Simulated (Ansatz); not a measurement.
## Relaxing C

These are results of DFT PBE, scalar-relativistic, plane waves, PAW (Ansatz 0.2.0), not measurements.

The start is a database structure of C, space group P6_3mc (No. 186).

Input of the last, converged step (default PAW datasets):

```yaml
crystal:
  lattice:
    - [2.4562499605, 0.0, 0.0]
    - [-1.2281249803, 2.1271748638, 0.0]
    - [0.0, 0.0, 29.4918787]
  atoms:
    - { symbol: C, position: [0.66666667, 0.33333333, 0.9983718] }
    - { symbol: C, position: [0.66666667, 0.33333333, 0.49837191] }
    - { symbol: C, position: [0.66666667, 0.33333333, 0.73278795] }
    - { symbol: C, position: [0.66666667, 0.33333333, 0.23279033] }
    - { symbol: C, position: [0.0, 0.0, 0.61583799] }
    - { symbol: C, position: [0.33333333, 0.66666667, 0.23278795] }
    - { symbol: C, position: [0.0, 0.0, 0.11583799] }
    - { symbol: C, position: [0.66666667, 0.33333333, 0.61584001] }
    - { symbol: C, position: [0.33333333, 0.66666667, 0.73279033] }
    - { symbol: C, position: [0.33333333, 0.66666667, 0.11584001] }
    - { symbol: C, position: [0.33333333, 0.66666667, 0.4983718] }
    - { symbol: C, position: [0.33333333, 0.66666667, 0.99837191] }
basis:
  ecutwfc: 420
kpoints:
  mp_grid: { grid: [18, 18, 2] }
hamiltonian:
  xc: pbe
scf:
  occupations: { method: gaussian, width: 0.1 }
output:
  forces: true
  stress: true
  eigenvalues: true
relax:
  adjacent_minimum: "off"
  f_tol: 0.01
  max_steps: 80
  cell: { stress_tol: 0.05 }
```

It can be run as:

```bash
ansatz run input.yaml --threads 1 --pin off --backend cpu --events-out ev --progress --plain --runs-dir out  # memory cap (--max-ram) not shown
```

The program printed at the end:

```
SCF converged after 5 iterations
Free energy (F): -3011.316478 eV
Harris-Foulkes:  -3011.316478 eV  (|F-HF|=1.55e-11)
Internal energy: -3011.312851 eV  (E = F + TS)
E sigma→0 (E₀):  -3011.314664 eV
Entropy (-TS):   -0.003627 eV (-0.302 meV/atom)
Fermi energy:    3.561881 eV
--- Per-component energies (eV) ---
  E_band       = -268.067435
  E_kinetic    = 1089.565321
  E_local      = -3604.519179  (includes V_loc(G=0)·N_el)
  E_nonlocal   = 327.401754
  E_hartree    = 1356.721953
  E_xc         = -575.490856
  E_vxc        = -712.399818  (∫ρ·V_xc dr)
  E_paw        = -1192.059588  (= ΣΔE_a)
  E_vpaw       = -81.559632  (= ΣTr[D̂ρ^β])
  E_aug_tail   = 0.000081  (compensation charges beyond the density's cutoff)
  E_ewald      = -412.932337
  E_smearing   = -0.003627  (= −TS)
  E_closure    =  0.000000  (closes the sum)
  Σ components = -3011.316478   (vs F -3011.316478, Δ=0.00e0)
--- Forces (eV/Å), atoms counted from 1 ---
  atom   1  C      0.00000000     0.00000000    -0.00033527
  atom   2  C      0.00000000     0.00000000     0.00004817
  atom   3  C      0.00000000     0.00000000    -0.00034671
  atom   4  C      0.00000000     0.00000000     0.00067803
  atom   5  C      0.00000000     0.00000000    -0.00034714
  atom   6  C      0.00000000     0.00000000    -0.00034671
  atom   7  C      0.00000000     0.00000000    -0.00034714
  atom   8  C      0.00000000     0.00000000     0.00028287
  atom   9  C      0.00000000     0.00000000     0.00067803
  atom  10  C      0.00000000     0.00000000     0.00028287
  atom  11  C      0.00000000     0.00000000    -0.00033527
  atom  12  C      0.00000000     0.00000000     0.00004817
  max |Σ_I F_I| component: 4.01e-5 eV/Å
--- Stress (GPa, compression-positive) ---
       -0.015027       0.000000       0.000000
        0.000000      -0.015027       0.000000
        0.000000       0.000000      -0.026968
  P = ⅓ Tr σ = -0.0190 GPa (-0.190 kbar)
--- Relaxed structure (9 steps of the walk, 9 accepted, 1 SCFs on fresh bases) ---
  F+E_penalty+E_count = -3011.31647803 eV   max|allowed force component| = 6.814e-4 eV/Å   (the final SCF, on the basis selected at the relaxed cell)
  cell:  # Å, volume = 152.7683 Å³
    - [2.466576, 0.000000, 0.000000]
    - [-1.233288, 2.136117, 0.000000]
    - [0.000000, 0.000000, 28.994367]
  atoms:
    - { symbol: C, position: [0.666667, 0.333333, 0.963310] }
    - { symbol: C, position: [0.666667, 0.333333, 0.463311] }
    - { symbol: C, position: [0.666667, 0.333333, 0.767952] }
    - { symbol: C, position: [0.666667, 0.333333, 0.267952] }
    - { symbol: C, position: [0.000000, 0.000000, 0.615738] }
    - { symbol: C, position: [0.333333, 0.666667, 0.267952] }
    - { symbol: C, position: [0.000000, 0.000000, 0.115738] }
    - { symbol: C, position: [0.666667, 0.333333, 0.615738] }
    - { symbol: C, position: [0.333333, 0.666667, 0.767952] }
    - { symbol: C, position: [0.333333, 0.666667, 0.115738] }
    - { symbol: C, position: [0.333333, 0.666667, 0.463310] }
    - { symbol: C, position: [0.333333, 0.666667, 0.963311] }
```

Total energies depend on the potentials used, so only differences within one code and one set of settings carry meaning.

The result has space group P6_3/mmc (No. 194). Around C on Wyckoff site f (4 atoms of the primitive cell) lie 3 C at 1.42 Å; C on Wyckoff site f (4 atoms of the primitive cell) is coordinated by 3 C at 1.42 Å; around C on Wyckoff site b (2 atoms of the primitive cell) lie 3 C at 1.42 Å; C on Wyckoff site d (2 atoms of the primitive cell) has 3 C at 1.42 Å.

Weakly bound directions are ill-defined at this level, which has no dispersion term.

Symmetry constrained the relaxation, so the result can be a saddle point.